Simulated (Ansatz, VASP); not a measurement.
**Two plane-wave programs on WS2 (Tungstenite)**

The input INCAR:

```
SYSTEM = WS2
PREC     = Accurate       ! precision mode
ENCUT    = 520            ! plane-wave cutoff, eV
EDIFF    = 1E-6           ! SCF threshold, eV
ISMEAR   = 0              ! smearing method
SIGMA    = 0.02           ! smearing width, eV
LREAL    = .FALSE.        ! projectors in reciprocal space
LASPH    = .TRUE.         ! aspherical terms in the spheres
NELM     = 80             ! most SCF steps
ALGO     = Normal         ! electronic algorithm
ISIF     = 2              ! what is computed and relaxed
LWAVE    = .FALSE.        ! write WAVECAR
LCHARG   = .TRUE.         ! write CHGCAR
LDIPOL   = .TRUE.       
IDIPOL   = 3            
DIPOL    = 0.5 0.5 0.500
GGA      = PE             ! functional
IVDW     = 12             ! dispersion correction
LELF     = .TRUE.         ! ELF
LVHAR    = .TRUE.       
LVACPOTAV= .TRUE.       
NBANDS   = 20             ! bands
```

The input KPOINTS:

```
Automatic mesh
0
G
  9 9 1
  0 0 0
```

Contents of POSCAR:

```
WS2
1.0
    3.1593824567      0.0000000000      0.0000000000
   -1.5796912283      2.7361054677      0.0000000000
    0.0000000000      0.0000000000     32.2996392432
S W
2 1
Direct
    0.3333333333      0.6666666667      0.4512038809
    0.3333333333      0.6666666667      0.5487961191
    0.6666666667      0.3333333333      0.5000000000
```

Input for Ansatz:

```yaml
crystal:
  lattice:
    - [3.1593824567, 0.0, 0.0]
    - [-1.5796912283, 2.7361054677, 0.0]
    - [0.0, 0.0, 32.2996392432]
  atoms:
    - { symbol: S, position: [0.3333333333, 0.6666666667, 0.4512038809] }
    - { symbol: W, position: [0.6666666667, 0.3333333333, 0.5] }
    - { symbol: S, position: [0.3333333333, 0.6666666667, 0.5487961191] }
  periodic: [true, true, false]
basis:
  ecutwfc: 420
kpoints:
  mp_grid: { grid: [9, 9, 1] }
  band_path:
    path: [[0.0, 0.0, 0.0], [0.5, 0.0, 0.0], [0.3333333333, 0.3333333333, 0.0]]
    npoints: 1
hamiltonian:
  xc: pbe
  dispersion: d3bj
scf:
  occupations: { method: gaussian, width: 0.02 }
  n_extra_bands: 6
output:
  forces: true
  stress: true
  eigenvalues: true
```

Alike in both runs: task single point; functional PBE; dispersion D3(BJ); k mesh 9 × 9 × 1; occupations gaussian, width 0.02 eV; no spin polarisation.

|  | VASP | Ansatz |
| --- | --- | --- |
| version | VASP 6.6.1 | Ansatz 0.2.0 |
| potentials or method | VASP PAW PBE potentials, release 64 (S, W_sv) | scalar-relativistic, plane waves, PAW |
| plane-wave cutoff (eV) | 520 | 420 |
| valence electrons in the cell | 26 | 26 |

|  | VASP | Ansatz | Ansatz less VASP |
| --- | --- | --- | --- |
| gap on the k mesh at the Fermi level (eV) | 1.92 | 1.92 | -0.004 |
| least direct gap on the mesh (eV) | 1.92 | 1.92 | -0.004 |

Caveats: spin-orbit coupling is left out, which moves the levels of the heavy elements.
